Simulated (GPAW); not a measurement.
Runs of GPAW 26.7.0 on ZrS. It takes space group Fm-3m (No. 225, cubic). Conventional cell: a = 5.250 Å, b = 5.250 Å, c = 5.250 Å, α = 90.00°, β = 90.00°, γ = 90.00°. Zr (site symmetry m-3m) is surrounded by 6 S at 2.62 Å. S (site symmetry m-3m) is surrounded by 6 Zr at 2.62 Å. 

```csv
task,level,potentials or basis,cell,k mesh,cutoff (eV),maxiter,optimizer,fmax,max steps,convergence,gap on the mesh (eV),pressure (GPa),relaxed volume (Å³/atom)
relaxation of cell and atoms,PBEsol+D3(BJ)+ATM,"PAW data sets generated in the run's folder for this functional, pw",relaxed,9 × 9 × 9,600,150,BFGS,0.02 eV/Å,60,density=1e-05 forces=0.0001,none,-0.1,(a)
relaxation of cell and atoms,PBEsol+D3,"PAW data sets generated in the run's folder for this functional, pw",relaxed,9 × 9 × 9,600,150,BFGS,0.02 eV/Å,60,density=1e-05 forces=0.0001,none,0.0,16.89
relaxation of cell and atoms,PBEsol+D4,"PAW data sets generated in the run's folder for this functional, pw",relaxed,9 × 9 × 9,600,150,BFGS,0.02 eV/Å,60,density=1e-05 forces=0.0001,none,0.0,16.95
relaxation of cell and atoms,PBEsol+D3(BJ),"PAW data sets generated in the run's folder for this functional, pw",relaxed,9 × 9 × 9,600,150,BFGS,0.02 eV/Å,60,density=1e-05 forces=0.0001,none,-0.1,16.62
relaxation of cell and atoms,PBEsol,"PAW data sets generated in the run's folder for this functional, pw",relaxed,9 × 9 × 9,600,150,BFGS,0.02 eV/Å,60,density=1e-05 forces=0.0001,none,0.0,17.16
single point,LDA,"the program's PAW data sets (release 1.2.1) made for this functional, pw",as given,7 × 7 × 7,500,120,-,-,-,default,none,(b),-
```

Alike in all rows: no spin polarisation; smearing fermi-dirac 0.05 eV.

**Question.** Estimate the missing entries.

**Answer.** (a) 16.70; (b) -10.0.

Caveats: later steps reuse the first step's grids (some runs); pairwise dispersion overbinds metals, which lowers pressure and volume (some runs); the cutoff is short for stress and forces, so pressures can be off by a GPa or more (some runs).

A k mesh can miss the band edges, and the runs leave out spin-orbit coupling on Zr.

A gap of «none» marks a metal or a gap under the smearing width.
